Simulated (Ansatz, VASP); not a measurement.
## One calculation of BeS, two programs

```
S Be
1.0
     0.00000    2.42500    2.42500
     2.42500    0.00000    2.42500
     2.42500    2.42500    0.00000
S Be
1 1
Direct
  0.75000 0.75000 0.75000
  0.00000 0.00000 0.00000
```

Alike in both runs: task relaxation of cell and atoms; functional PBE; k mesh 9 × 9 × 9; occupations fermi-dirac, width 0.05 eV; no spin polarisation.

|  | VASP | Ansatz |
| --- | --- | --- |
| version | VASP 6.6.1 | Ansatz 0.2.0 |
| potentials or method | VASP PAW PBE potentials, release 64 (S_h, Be) | Ansatz PAW |
| plane-wave cutoff (eV) | 900 | 420 |
| valence electrons in the cell | 8 | 8 |

VASP gave:

- gap on the k mesh at the Fermi level, each at its own relaxed structure (eV): 3.24
- relaxed volume (Å³/atom): 14.50
- relaxed cell length with the largest relative difference (Å): 3.449
- energy change over the relaxation (meV/atom): -1

Q: What did Ansatz give for the same quantities?

A: gap on the k mesh at the Fermi level, each at its own relaxed structure (eV): 3.24; relaxed volume (Å³/atom): 14.49; relaxed cell length with the largest relative difference (Å): 3.448; energy change over the relaxation (meV/atom): -1.

Caveats: an odd mesh through Γ misses points on the zone boundary, where band edges often lie (VASP); odd divisions of the mesh miss points on the zone boundary, where band edges often lie, so the gap on the mesh can be too wide (Ansatz); the plane-wave basis is chosen anew once the cell has moved, so the energies of steps on either side of that aren't comparable (Ansatz). PBE gaps usually lie below the measured ones, often by a third to a half. Zero-point motion and thermal expansion aren't in these numbers.
